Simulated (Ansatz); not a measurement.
**Guessed and relaxed cells of P**

A trial structure of P was built thus: 4-connected net of one element (P6_122, No. 178). Lengths were set from tabulated atomic sizes, so they are only a guess.

start.cif

```cif
data_structure
_symmetry_space_group_name_H-M 'P 1'
_symmetry_Int_Tables_number 1
_cell_length_a 5.5333
_cell_length_b 5.5333
_cell_length_c 3.2632
_cell_angle_alpha 90.000
_cell_angle_beta 90.000
_cell_angle_gamma 120.000
_cell_volume 86.52
loop_
_atom_site_label
_atom_site_type_symbol
_atom_site_fract_x
_atom_site_fract_y
_atom_site_fract_z
_atom_site_occupancy
P1 P 0.62265 0.62265 0.16667 1
P2 P 0.37735 0.00000 0.50000 1
P3 P 0.00000 0.37735 0.83333 1
P4 P 0.00000 0.62265 0.33333 1
P5 P 0.37735 0.37735 0.66667 1
P6 P 0.62265 0.00000 0.00000 1
```

All numbers below come from DFT PBE, scalar-relativistic, plane waves, PAW in Ansatz 0.2.0. Cutoff 420 eV, Gaussian smearing, Γ-centred meshes. Cell and atoms relax first on a coarse mesh and then on a finer one. In between, the cell is made exact in the group found at 0.06 Å. In metals the finer mesh still leaves noise of several meV/atom or more. The steps can't lower the symmetry of their start. No spin polarisation.

end.cif

```cif
data_structure
_symmetry_space_group_name_H-M 'P 1'
_symmetry_Int_Tables_number 1
_cell_length_a 7.2090
_cell_length_b 7.2090
_cell_length_c 3.1998
_cell_angle_alpha 90.000
_cell_angle_beta 90.000
_cell_angle_gamma 120.000
_cell_volume 144.02
loop_
_atom_site_label
_atom_site_type_symbol
_atom_site_fract_x
_atom_site_fract_y
_atom_site_fract_z
_atom_site_occupancy
P1 P 0.60088 0.60088 0.16667 1
P2 P 0.39912 0.00000 0.50000 1
P3 P 0.00000 0.39912 0.83333 1
P4 P 0.00000 0.60088 0.33333 1
P5 P 0.39912 0.39912 0.66667 1
P6 P 0.60088 0.00000 0.00000 1
```

The symmetry stays P6_122 (No. 178). The volume per atom grows by 66.4 %, from 14.4 to 24.0 Å³. The shortest distance goes from 2.12 Å (P–P) to 2.16 Å (P–P). The ratio c/a of the conventional cell changes by a factor of 0.75. The energy falls by about 0.58 eV/atom (the start's value is from the coarse mesh).

```json
{
 "Volume per atom": "24.0 Å³",
 "Density": "2.1 g/cm³",
 "Energy over the standard state": "+0.28 eV/atom",
 "Gap on the 6×6×12 mesh of the 6-atom cell": "0 eV (a metal)"
}
```

Energies count from the standard state of P at the same level. The references include black phosphorus. It lies above the standard state, so it could only be metastable.

The last run used Gaussian smearing of 0.10 eV. No dispersion correction is applied, so the spacing and binding between layers, chains or molecules are poorly described. The reference form of P is held partly by dispersion forces, which this level lacks. Symmetry constrained the relaxation, so the result can be a saddle point. In all, the 3 runs took 3.5 min on 1 thread of Arm Neoverse V1, with other jobs on the host.
